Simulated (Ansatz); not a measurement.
**SnTe (NiAs type): Wannier functions and tight-binding models**

Aim: build maximally localised Wannier functions for SnTe (NiAs type) from several sets of trial orbitals, and check spreads and centres, and how well the models interpolate the bands. The runs, in order: PBE, anion s p, 6×6×2; PBE, anion s p, 6×6×4; PBE, anion p, 6×6×2; PBE, all s p, disentangled, 6×6×2; r2SCAN, anion s p, 6×6×2; r2SCAN, anion p, 6×6×2 (level, trial orbitals, Wannier mesh).

Computed with Ansatz 0.2.0 (plane waves, PAW, unless a step's input says otherwise).

1 further run of the same task is left out (it didn't finish).

## (1) The system as given

Symmetry: P6_3/mmc, No. 194, hexagonal system. The conventional cell has a = 4.394 Å, b = 4.394 Å, c = 7.870 Å, α = 90.00°, β = 90.00°, γ = 120.00°. Sn (site symmetry -3m) has 6 Te at 3.21 Å as nearest neighbours. Te (site symmetry -6m2) has 6 Sn at 3.21 Å as nearest neighbours.

Coordinates:

```
Sn Te
1.0
     4.39384    0.00000    0.00000
    -2.19692    3.80518    0.00000
     0.00000    0.00000    7.87041
Sn Te
2 2
Cartesian
  0.0000 0.0000 0.0000
  0.0000 0.0000 3.9352
  0.0000 2.5368 1.9676
  2.1969 1.2684 5.9028
```

Cell and atoms come from an earlier r2SCAN relaxation. No run includes spin-orbit coupling, which matters for Sn, Te.

## (2) PBE, anion s p, 6×6×2

input.yaml reads:

```yaml
crystal:
  lattice:
    - [4.393840014, 0.0, 0.0]
    - [-2.196920007, 3.8051770723, 0.0]
    - [0.0, 0.0, 7.8704071118]
  atoms:
    - { symbol: Sn, position: [0.0, 0.0, 0.0] }
    - { symbol: Sn, position: [0.0, 0.0, 0.5] }
    - { symbol: Te, position: [0.3333333333, 0.6666666667, 0.25] }
    - { symbol: Te, position: [0.6666666667, 0.3333333333, 0.75] }
kpoints:
  mp_grid: { grid: [6, 6, 4] }
  band_path:
    path:
      - [[0.0, 0.0, 0.0], [0.5, -8.570080194904e-17, -1.80741508191e-19], [0.3333333333333, 0.3333333333333, -3.614830163819e-19], [0.0, 0.0, 0.0], [2.22035473596e-52, 7.934329712148e-36, 0.5], [0.5, -8.57431933562e-17, 0.5], [0.3333333333333, 0.3333333333333, 0.5], [2.22035473596e-52, 7.934329712148e-36, 0.5]]
      - [[0.5, -8.57431933562e-17, 0.5], [0.5, -8.570080194904e-17, -1.80741508191e-19]]
      - [[0.3333333333333, 0.3333333333333, 0.5], [0.3333333333333, 0.3333333333333, -3.614830163819e-19]]
    npoints: 10
hamiltonian:
  xc: pbe
scf:
  occupations: { method: fermi_dirac, width: 0.02 }
  n_extra_bands: 6
output:
  forces: false
  stress: false
  eigenvalues: true
  wannier:
    kmesh: [6, 6, 2]
    projections: [{ species: Te, l: s, shell: 5 }, { species: Te, l: p, shell: 5 }]
    minimise: true
    write_hr: true
    conv_tol: 1.0e-08
    max_iter: 3000
  write_density: true
  write_potential: true
  elf: true
  volumetric_format: npy
```

Launch:

```
$ ansatz run input.yaml --threads 4 --pin off --max-ram 3686MiB --backend cpu --events-out ev --progress --plain --runs-dir out
```

Further steps of the session: PBE, anion s p, 6×6×4; PBE, anion p, 6×6×2; PBE, all s p, disentangled, 6×6×2; r2SCAN, anion s p, 6×6×2; r2SCAN, anion p, 6×6×2.

**Question.** What will the summary of the whole plan be? Wanted: total spread, PBE, anion s p, 6×6×2; total spread, PBE, anion s p, 6×6×4; total spread, PBE, anion p, 6×6×2; total spread, PBE, all s p, disentangled, 6×6×2; total spread, r2SCAN, anion s p, 6×6×2; total spread, r2SCAN, anion p, 6×6×2; centres of the first set.

As calculated:

```
                                       quantity                                 value
            total spread, PBE, anion s p, 6×6×2             38.14 Å² over 8 functions
            total spread, PBE, anion s p, 6×6×4             42.02 Å² over 8 functions
              total spread, PBE, anion p, 6×6×2             36.61 Å² over 6 functions
total spread, PBE, all s p, disentangled, 6×6×2            34.48 Å² over 16 functions
         total spread, r2SCAN, anion s p, 6×6×2             25.40 Å² over 8 functions
           total spread, r2SCAN, anion p, 6×6×2             27.05 Å² over 6 functions
                       centres of the first set  0.00 to 0.76 Å from the nearest atom
```

In words: With PBE, anion s p, 6×6×2 the 8 functions move off the atoms, with a mean spread of 4.77 Å²; 91 % of the total is gauge invariant. On one set and mesh the functional gives 38.14 (PBE), 25.40 (r2SCAN) Å². The disentangled models miss some band by up to 0.6 eV, which may lie outside their frozen windows.
